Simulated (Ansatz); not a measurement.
FeO (Wuestite):

```xyz
2
Lattice="0.0000 2.1554 2.1554 2.1554 0.0000 2.1554 2.1554 2.1554 0.0000" Properties=species:S:1:pos:R:3 pbc="T T T"
Fe    0.0000    0.0000    0.0000
O     2.1554    2.1554    2.1554
```

Base run:

| Item | Value |
| --- | --- |
| Program | Ansatz 0.2.0 |
| Functional | PBE |
| Potentials or basis | all-electron LAPW, scalar-relativistic |
| Cutoff | 349 eV (chosen from the basis error) |
| Basis error allowed | 0.001 eV/atom |
| k mesh | 11 × 11 × 11 |
| Occupations | fermi-dirac, width 0.05 eV |
| Spin | collinear spin, ferromagnetic start |
| Starting moments | [3.0, 0.0] μB |

Its results: pressure -0.3 GPa; net moment 4.00 μB per cell; site moments Fe +3.62; O +0.32 μB.

Task: The run is repeated on the same cell with these changes: functional from PBE to PBEsol; occupations from fermi-dirac, width 0.05 eV to gaussian, width 0.05 eV. What comes out?

Result: Pressure -8.6 GPa; net moment 4.00 μB per cell; site moments Fe +3.62; O +0.32 μB.

Caveats: a cell with one magnetic atom can't hold antiferromagnetic order, which such compounds often take.
